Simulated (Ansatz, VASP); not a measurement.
**Two plane-wave programs on Ti**

The input INCAR:

```
SYSTEM = Ti
PREC     = Accurate       ! precision mode
ENCUT    = 520            ! plane-wave cutoff, eV
EDIFF    = 1E-6           ! SCF threshold, eV
ISMEAR   = 0              ! smearing method
SIGMA    = 0.2            ! smearing width, eV
LREAL    = .False.        ! projectors in reciprocal space
LASPH    = .True.         ! aspherical terms in the spheres
NELM     = 80             ! most SCF steps
ALGO     = Normal         ! electronic algorithm
ISIF     = 2              ! what is computed and relaxed
LWAVE    = .False.        ! write WAVECAR
LCHARG   = .True.         ! write CHGCAR
LELF     = .True.         ! ELF
LVHAR    = .True.       
NBANDS   = 12             ! bands
```

KPOINTS

```
Automatic mesh
0
Gamma
  10 10 10
  0 0 0
```

File POSCAR:

```
Ti
1.0
    0.0000000000      2.0300000000      2.0300000000
    2.0300000000      0.0000000000      2.0300000000
    2.0300000000      2.0300000000      0.0000000000
Ti
1
Direct
    0.0000000000      0.0000000000      0.0000000000
```

Input for Ansatz:

```yaml
crystal:
  lattice:
    - [0.0, 2.03, 2.03]
    - [2.03, 0.0, 2.03]
    - [2.03, 2.03, 0.0]
  atoms:
    - { symbol: Ti, position: [0.0, 0.0, 0.0] }
basis:
  ecutwfc: 489.804952427784
  ecutrho_ratio: 8
kpoints:
  mp_grid:
    grid: [10, 10, 10]
hamiltonian:
  xc: lda
  pseudopotentials:
    kind: paw
scf:
  n_extra_bands: 2
  mixing:
    algorithm: anderson
    beta: 0.4
    ndim: 12
  occupations:
    method: gaussian
    width: 0.2
output:
  stress: true
```

This isn't the form of Ti at room conditions, which is hcp.

Alike in both runs: task single point; functional LDA; k mesh 10 × 10 × 10; occupations gaussian, width 0.2 eV; no spin polarisation.

|  | VASP | Ansatz |
| --- | --- | --- |
| version | VASP 6.6.1 | Ansatz 0.2.0 |
| potentials or method | VASP PAW LDA potentials, release 64 (Ti_sv) | plane waves, PAW |
| plane-wave cutoff (eV) | 520 | 490 |
| valence electrons in the cell | 12 | 12 |

Ansatz gave:

| Quantity | Value |
| --- | --- |
| pressure (GPa) | -4.8 |

Q: Which values does VASP return?

A: Pressure (GPa): -4.9.
